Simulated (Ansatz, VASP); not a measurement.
**Ir (zigzag Ir chain) in two plane-wave programs**

Aim: how closely do two programs agree when they are given the same cell, functional and k mesh? The structure shown is the start of the Ansatz relaxation below; VASP solves that cell, so the two are compared at the walk's first step.

Main program and level: Ansatz 0.2.0; plane waves, with VASP 6.6.1 beside it; single point at PBE.

**1. The starting structure**

The cell holds 2 atoms: 2 Ir. Cell: a = 9.000 Å, b = 7.500 Å, c = 4.731 Å, α = 90.0°, β = 90.0°, γ = 90.0°. Vacuum lies along a and b. The structure's axis is c.

Coordinates:

```cif
data_structure
_symmetry_space_group_name_H-M 'P 1'
_symmetry_Int_Tables_number 1
_cell_length_a 9.0000
_cell_length_b 7.5000
_cell_length_c 4.7308
_cell_angle_alpha 90.000
_cell_angle_beta 90.000
_cell_angle_gamma 90.000
_cell_volume 319.33
loop_
_atom_site_label
_atom_site_type_symbol
_atom_site_fract_x
_atom_site_fract_y
_atom_site_fract_z
_atom_site_occupancy
Ir1 Ir 0.43013 0.50000 0.00000 1
Ir2 Ir 0.56987 0.50000 0.50000 1
```

**2. Ansatz: relaxation, PBE**

Ansatz runs on its default PAW (the set named soft_2) files.

The two programs are compared at the cell with which this relaxation starts, whose forces are those of its first step.

input.yaml reads:

```yaml
crystal:
  lattice:
    - [9.0, 0.0, 0.0]
    - [0.0, 7.5, 0.0]
    - [0.0, 0.0, 4.7308332025]
  atoms:
    - { symbol: Ir, position: [0.430126982, 0.5, 0.0], spin: 1.0 }
    - { symbol: Ir, position: [0.569873018, 0.5, 0.5], spin: 1.0 }
magnetization:
  spin_polarized: true
kpoints:
  mp_grid: { grid: [1, 1, 17] }
scf:
  occupations: { method: fermi_dirac, width: 0.05 }
hamiltonian:
  xc: pbe
relax:
  cell: { fix: [a, b, alpha, beta, gamma] }
  max_steps: 60
```

Run with:

```bash
ansatz run input.yaml --threads 4 --pin off --max-ram 8192MiB --backend cpu --events-out ev --progress --plain --runs-dir out
```

Numbers of over 12 decimals in the logs are rounded to 6 here.

The log of the run:

```text
Engine: ansatz 0.2.0, x86_64-unknown-linux-gnu
Pseudopotentials: kind: paw
Pseudopotential: Ir, paw, valence charge 17, recommended cutoff 420 eV (normal), Ir.paw.azcp
Functional definition: PBE
  parameter kappa = 0.804
  parameter beta = 0.066725
  exchange = pbe_x(kappa = kappa, mu = beta*pi^2/3)
  correlation = pbe_c(beta = beta)
Crystal: 2 atoms, lattice volume = 319.331 Å³
Basis set: ecut = 420 eV, 6217 PW (Γ), exchange–correlation on 128×108×64 points (8 copies of the dense FFT grid, shifted against one another)
Bands: 22, of which v1, the nominal top of the filled ones, is band 17 counted from 1 (16 counted from 0)
Symmetry: 8 space group operations
Space group: Pmma (ITA 51), of the structure as read, at distance tolerance 6.8e-5 Å
Magnetic group: BNS 51.289 (UNI 387), of the structure as read, at distance tolerance 6.8e-5 Å
k-points: 9 of 17
Non-local potential: Ir, projectors of the file, l = 0: 3, l = 1: 2, l = 2: 2, l = 3: 1
PAW form: soft (Blöchl's): semilocal exchange-correlation on the pseudo side does not see the compensation charge
PAW one-centre angular grid: Ir, 590 points (default); XC on 64 Gauss nodes
Initial density: superposition of atomic densities (neutral atoms: chi_scale 0, normalization atom)
Starting moments: Σ|m| = 2 μB on 2 of 2 sites
Initial wavefunctions: pseudopotential atomic-orbital guess
Functional: x = pbe(κ = 0.804, μ = 0.219515), c = pbe(β = 0.066725)
SCF iter   1: F=—  HF=-23861.665401 eV  |F-HF|=—  |Δ(HF+E_count)|=         —  Δρ=1.15e-2 (↑1.15e-2 ↓8.21e-3)  dr2=1.48e0  dr2_m=8.16e-2  M=2.048 μB ∫|m|=2.063 μB  β_m=0.30  ethr=3.10e-3  ⟨swp⟩=6.3  Hψ=1885  notcnv=0
Mixer restart at iter 1: flushing history
preconditioner: auto → LDOS  [metal: Δε(μ)=0.023 eV  Ē_g=3.605 eV  σ=0.050 eV  W_gap=0.11  n_scr=38 (ndim 8)  ℏωp=8.8 eV  f_vac=0.691  D(μ)=7.89/eV (n_scr^D=52)]
spin=Collinear: LDOS preconditioning applied to the charge; magnetization (m = ρ↑ − ρ↓) channel mixes plain (no charge-response kernel on spin).
SCF iter   2: F=—  HF=-23861.730171 eV  |F-HF|=—  |Δ(HF+E_count)|=   6.48e-2  Δρ=7.72e-3 (↑7.72e-3 ↓5.45e-3)  dr2=4.75e-1  dr2_m=5.09e-2  M=2.115 μB ∫|m|=2.140 μB  β_m=0.50  ethr=3.10e-3  ⟨swp⟩=2.5  Hψ=700  notcnv=0
SCF iter   3: F=—  HF=-23862.026727 eV  |F-HF|=—  |Δ(HF+E_count)|=   2.97e-1  Δρ=3.07e-3 (↑2.72e-3 ↓3.07e-3)  dr2=1.32e-2  dr2_m=1.85e-2  M=2.320 μB ∫|m|=2.368 μB  β_m=0.67  ethr=1.40e-3  ⟨swp⟩=2.3  Hψ=653  notcnv=0
SCF iter   4: F=—  HF=-23862.148362 eV  |F-HF|=—  |Δ(HF+E_count)|=         —  Δρ=5.53e-3 (↑5.53e-3 ↓5.00e-3)  dr2=1.41e-2  dr2_m=7.38e-2  M=2.952 μB ∫|m|=3.012 μB  β_m=0.67  ethr=3.89e-5  ⟨swp⟩=2.3  Hψ=770  notcnv=0
Mixer restart at iter 4: flushing history
SCF iter   5: F=—  HF=-23862.145523 eV  |F-HF|=—  |Δ(HF+E_count)|=   2.84e-3  Δρ=2.13e-3 (↑2.01e-3 ↓2.13e-3)  dr2=1.84e-3  dr2_m=1.17e-2  M=2.988 μB ∫|m|=3.069 μB  β_m=0.84  ethr=3.89e-5  ⟨swp⟩=2.1  Hψ=782  notcnv=0
SCF iter   6: F=—  HF=-23862.147255 eV  |F-HF|=—  |Δ(HF+E_count)|=   1.73e-3  Δρ=4.87e-4 (↑4.87e-4 ↓3.67e-4)  dr2=6.70e-4  dr2_m=3.45e-4  M=3.037 μB ∫|m|=3.138 μB  β_m=0.77  ethr=5.41e-6  ⟨swp⟩=2.0  Hψ=750  notcnv=0
SCF iter   7: F=—  HF=-23862.147309 eV  |F-HF|=—  |Δ(HF+E_count)|=   5.37e-5  Δρ=1.18e-4 (↑1.06e-4 ↓1.18e-4)  dr2=1.64e-5  dr2_m=3.08e-5  M=3.038 μB ∫|m|=3.144 μB  β_m=0.89  ethr=1.97e-6  ⟨swp⟩=2.0  Hψ=634  notcnv=0
SCF iter   8: F=—  HF=-23862.147398 eV  |F-HF|=—  |Δ(HF+E_count)|=   8.94e-5  Δρ=3.13e-5 (↑3.13e-5 ↓2.37e-5)  dr2=2.73e-6  dr2_m=1.65e-6  M=3.043 μB ∫|m|=3.152 μB  β_m=0.89  ethr=4.82e-8  ⟨swp⟩=2.0  Hψ=730  notcnv=0
SCF iter   9: F=—  HF=-23862.147400 eV  |F-HF|=—  |Δ(HF+E_count)|=   1.92e-6  Δρ=1.20e-5 (↑9.26e-6 ↓1.20e-5)  dr2=5.28e-7  dr2_m=2.17e-7  M=3.044 μB ∫|m|=3.154 μB  β_m=0.88  ethr=8.03e-9  ⟨swp⟩=2.5  Hψ=701  notcnv=0
SCF iter  10: F=—  HF=-23862.147400 eV  |F-HF|=—  |Δ(HF+E_count)|=   2.96e-7  Δρ=6.89e-6 (↑2.17e-6 ↓6.89e-6)  dr2=1.78e-7  dr2_m=3.83e-8  M=3.044 μB ∫|m|=3.154 μB  β_m=0.83  ethr=1.55e-9  ⟨swp⟩=2.0  Hψ=652  notcnv=0
SCF iter  11: F=—  HF=-23862.147400 eV  |F-HF|=—  |Δ(HF+E_count)|=   2.56e-8  Δρ=2.65e-6 (↑7.96e-7 ↓2.65e-6)  dr2=1.17e-8  dr2_m=6.62e-9  M=3.044 μB ∫|m|=3.154 μB  β_m=0.91  ethr=2.94e-10  ⟨swp⟩=2.0  Hψ=1369  notcnv=0
SCF iter  12: F=-23862.147400 eV  HF=-23862.147400 eV  |F-HF|=4.11e-10  |Δ(HF+E_count)|=   1.65e-8  Δρ=6.77e-7 (↑4.56e-7 ↓6.77e-7)  dr2=5.18e-10  dr2_m=6.50e-10  M=3.044 μB ∫|m|=3.154 μB  ethr=3.45e-11  ⟨swp⟩=3.0  Hψ=1088  notcnv=0
SCF 1 converged in 12 iterations: F = -23862.147400 eV  dr2 = 5.18e-10
  greatest PAW one-centre occupation: 1.001 electrons in one spin orbital (limit 2), on the Ir atom at site 1 (counted from 0), in its partial waves of l = 1
[...]
iter 7 did not close the SCF: its close was put off for a magnetic moment that had not settled (scf_convergence_deferred on its scf_iter line)
SCF iter   7: F=-23864.280616 eV  HF=-23864.280616 eV  |F-HF|=2.67e-9  |Δ(HF+E_count)|=   4.01e-9  Δρ=1.46e-6 (↑1.46e-6 ↓8.97e-7)  dr2=6.03e-9  dr2_m=1.99e-9  M=0.599 μB ∫|m|=0.620 μB  β_m=0.87  ethr=1.22e-10  ⟨swp⟩=2.0  Hψ=1242  notcnv=0
SCF iter   8: F=-23864.280616 eV  HF=-23864.280616 eV  |F-HF|=3.64e-11  |Δ(HF+E_count)|=   1.57e-9  Δρ=3.35e-7 (↑3.35e-7 ↓1.96e-7)  dr2=2.44e-10  dr2_m=1.11e-10  M=0.599 μB ∫|m|=0.620 μB  ethr=1.77e-11  ⟨swp⟩=1.0  Hψ=1071  notcnv=0
SCF 7 converged in 8 iterations: F = -23864.280616 eV  dr2 = 2.44e-10
relax step   7: F+E_penalty+E_count = -23864.28061616 eV  Δ(F+E_penalty+E_count) = +8.427e-5 eV  max|allowed force component| = 1.033e-1 eV/Å  Δτ_max = 0.0098 Å  P = -0.050 GPa  Ω = 271.079 Å³  energy of the carried Pulay correction = +1.934e-3 eV  fix = [a, b, alpha, beta, gamma]  (8 SCF iters, dr2 threshold 2.00e-7 eV, rejected (line search))
[...]
relax step   8: F+E_penalty+E_count = -23864.28131569 eV  Δ(F+E_penalty+E_count) = -6.153e-4 eV  max|allowed force component| = 3.926e-3 eV/Å  Δτ_max = 0.0049 Å  P = -0.050 GPa  Ω = 270.380 Å³  energy of the carried Pulay correction = +1.965e-3 eV  fix = [a, b, alpha, beta, gamma]  reactions: a -0.028, b -0.121 GPa  (9 SCF iters, accepted)
[...]
relax step   9: F+E_penalty+E_count = -23864.27783294 eV  Δ(F+E_penalty+E_count) = +3.483e-3 eV  max|allowed force component| = 3.555e-3 eV/Å  Δτ_max = 0.0000 Å  P = -0.050 GPa  Ω = 270.380 Å³  fix = [a, b, alpha, beta, gamma]  reactions: a -0.027, b -0.121 GPa  stress off target by 2.50e-3 GPa on what of the cell is left free  SCF on the basis re-selected at this cell (its energy is not comparable with the rows above)  (8 SCF iters)
basis re-selected at this cell: Δ(F+E_penalty+E_count) = +3.483e-3 eV, ΔP = -0.000 GPa vs the last step (what re-selecting the basis moved, of the pressure what is left beyond the Pulay correction that the steps carried, after the strain that the cell walked since its last selection, with what the two solves' SCF thresholds leave and, on support functions, any second-order correction that the steps lacked; it is no measure of the basis error at this ecutwfc). The dense FFT grid was sized anew with the basis: this SCF ran on 64×54×27 points, the steps before it on 64×54×32, so part of this shift can come from that change (see relax.cell in the input reference). [rest of the remark cut]
SCF converged after 8 iterations
Magnetization: 0.5644 μB (17.2822 up, 16.7178 down)
Absolute magnetization: 0.5846 μB (∫|ρ↑−ρ↓|, with the PAW one-centre terms)
Spin contamination: 0.0045 ħ² per cell (⟨S²⟩ above its minimum at these occupations)
Per-site moments (μB) at R_I (Å): [(0.199838, 0.937930), (0.199838, 0.937930)]
Free energy (F): -23864.277833 eV
Harris-Foulkes:  -23864.277833 eV  (|F-HF|=0.00e0)
Internal energy: -23864.250848 eV  (E = F + TS)
E sigma→0 (E₀):  -23864.264340 eV
Entropy (-TS):   -0.026985 eV (-13.493 meV/atom)
Fermi energy:    -1.803994 eV
--- Per-component energies (eV) ---
  E_band       = -1060.877167
  E_kinetic    = 1236.083706
  E_local      = -10161.003144  (includes V_loc(G=0)·N_el)
  E_nonlocal   = 153.938040
  E_hartree    = 4382.781084
  E_xc         = -527.588298
  E_vxc        = -588.425231  (∫ρ·V_xc dr)
  E_paw        = -18448.875972  (= ΣΔE_a)
  E_vpaw       = -467.032749  (= ΣTr[D̂ρ^β])
  E_aug_tail   = 0.000135  (compensation charges beyond the density's cutoff)
  E_ewald      = -499.586397
  E_smearing   = -0.026985  (= −TS)
  E_closure    = 0.000000  (closes the sum)
  Σ components = -23864.277833   (vs F -23864.277833, Δ=0.00e0)
--- Forces (eV/Å), atoms counted from 1 ---
  atom   1  Ir    -0.00355513    -0.00000000     0.00000000
  atom   2  Ir     0.00355513    -0.00000000     0.00000000
  max |Σ_I F_I| component: 8.67e-19 eV/Å
--- Stress (GPa, compression-positive) ---
       -0.027315       0.000000       0.000000
        0.000000      -0.120612      -0.000000
        0.000000      -0.000000      -0.002503
  P = ⅓ Tr σ = -0.0501 GPa (-0.501 kbar)
--- Relaxed structure (8 steps of the walk, 7 accepted, 1 SCFs on fresh bases) ---
  F+E_penalty+E_count = -23864.27783294 eV   max|allowed force component| = 3.555e-3 eV/Å   (the final SCF, on the basis selected at the relaxed cell)
  cell:  # Å, volume = 270.3799 Å³
    - [9.0, 0.0, 0.0]
    - [0.0, 7.5, 0.0]
    - [0.0, 0.0, 4.005628]
  atoms:
    - { symbol: Ir, position: [0.440197, 0.500000, 0.0] }
    - { symbol: Ir, position: [0.559803, 0.500000, 0.5] }
```

**3. VASP: single point, PBE, start cell**

The same cell, functional, mesh and smearing now go to VASP, with its own data sets.

Lines of VASP's logs that name or quote its potential files are left out, and so is its time.

INCAR reads:

```
SYSTEM = Ir
PREC = Accurate
ENCUT = 400
EDIFF = 1E-06
NELM = 200
ISMEAR = -1
SIGMA = 0.05
LREAL = .FALSE.
ALGO = Normal
GGA = PE
NBANDS = 17
ISPIN = 2
MAGMOM = 0.2 0.2
LASPH = .TRUE.
LMAXMIX = 4
LORBIT = 11
LWAVE = .FALSE.
LCHARG = .FALSE.
ISIF = 2
GGA_COMPAT = .FALSE.
```

POSCAR reads:

```
Ir
1.0
    9.0000000000      0.0000000000      0.0000000000
    0.0000000000      7.5000000000      0.0000000000
    0.0000000000      0.0000000000      4.7308330000
Ir
2
Direct
    0.4301270000      0.5000000000      0.0000000000
    0.5698730000      0.5000000000      0.5000001057
```

KPOINTS reads:

```
Automatic mesh
0
Gamma
1 1 17
0 0 0
```

PAW data sets: Ir (PBE family, release 64).

Run with:

```bash
mpirun -np 1 vasp_std
```

The log of the run:

```text
[banner, memory and clock lines left out]
running    1 mpi-ranks, on    1 nodes
 distrk:  each k-point on    1 cores,    1 groups
 distr:  one band on    1 cores,    1 groups

 POSCAR found type information on POSCAR Ir
 POSCAR found :  1 types and       2 ions
 LDA part: xc-table for (Slater+PW92), standard interpolation
 POSCAR, INCAR and KPOINTS ok, starting setup
 FFT: planning ... GRIDC
 FFT: planning ... GRID_SOFT
 FFT: planning ... GRID
 WAVECAR not read
 entering main loop
       N       E                     dE             d eps       ncg     rms          rms(c)
DAV:   1     0.917078491698E+02    0.91708E+02   -0.42187E+03   612   0.569E+02
DAV:   2     0.186149464541E+01   -0.89846E+02   -0.70195E+02   844   0.146E+02
DAV:   3    -0.973665951809E+01   -0.11598E+02   -0.10755E+02   726   0.529E+01
DAV:   4    -0.996694960237E+01   -0.23029E+00   -0.22852E+00   684   0.110E+01
DAV:   5    -0.997182151954E+01   -0.48719E-02   -0.48661E-02   745   0.117E+00    0.655E+00
DAV:   6    -0.909663026285E+01    0.87519E+00   -0.23897E+00   697   0.125E+01    0.325E+00
DAV:   7    -0.905821797964E+01    0.38412E-01   -0.15984E-01   636   0.223E+00    0.217E+00
DAV:   8    -0.898345446145E+01    0.74764E-01   -0.13774E-01   631   0.188E+00    0.200E+00
DAV:   9    -0.898605984168E+01   -0.26054E-02   -0.83778E-03   677   0.497E-01    0.201E+00
DAV:  10    -0.898459695222E+01    0.14629E-02   -0.11163E-02   651   0.626E-01    0.186E+00
DAV:  11    -0.899924952724E+01   -0.14653E-01   -0.65231E-02   660   0.144E+00    0.136E+00
DAV:  12    -0.902491455217E+01   -0.25665E-01   -0.35424E-02   636   0.974E-01    0.149E+00
DAV:  13    -0.903868208772E+01   -0.13768E-01   -0.78893E-03   703   0.678E-01    0.189E+00
DAV:  14    -0.900909360626E+01    0.29588E-01   -0.83888E-02   660   0.179E+00    0.110E+00
[...]
DAV:  30    -0.903017407133E+01    0.68860E-04   -0.22943E-04   614   0.105E-01    0.139E-01
DAV:  31    -0.903013166055E+01    0.42411E-04   -0.71987E-05   613   0.762E-02    0.923E-02
DAV:  32    -0.903010817007E+01    0.23490E-04   -0.20337E-05   612   0.398E-02    0.611E-02
DAV:  33    -0.903009324991E+01    0.14920E-04   -0.18798E-05   612   0.376E-02    0.338E-02
DAV:  34    -0.903009365639E+01   -0.40648E-06   -0.14369E-05   614   0.320E-02    0.102E-02
DAV:  35    -0.903009625880E+01   -0.26024E-05   -0.72191E-06   613   0.218E-02    0.161E-02
DAV:  36    -0.903009521651E+01    0.10423E-05   -0.65856E-06   618   0.176E-02    0.649E-03
DAV:  37    -0.903009512128E+01    0.95232E-07   -0.75213E-07   483   0.723E-03
   1 F= -.90300951E+01 E0= -.89891564E+01  d E =-.818774E-01  mag=    -0.0002
```

[end of part 1 of 2]

[Lines on the potential files, build, host, timing and source positions are cut from VASP's logs without a mark.]

[Logs are printed without paths, hosts, clocks, repeated set-up lines and the standing remarks that a program may print on its own settings, such as how far it seeks lower states.]

[Hosts, paths, dates, database ids (printed as entryN), source tags and the programs' standing remarks are cut or masked in the printed files.]
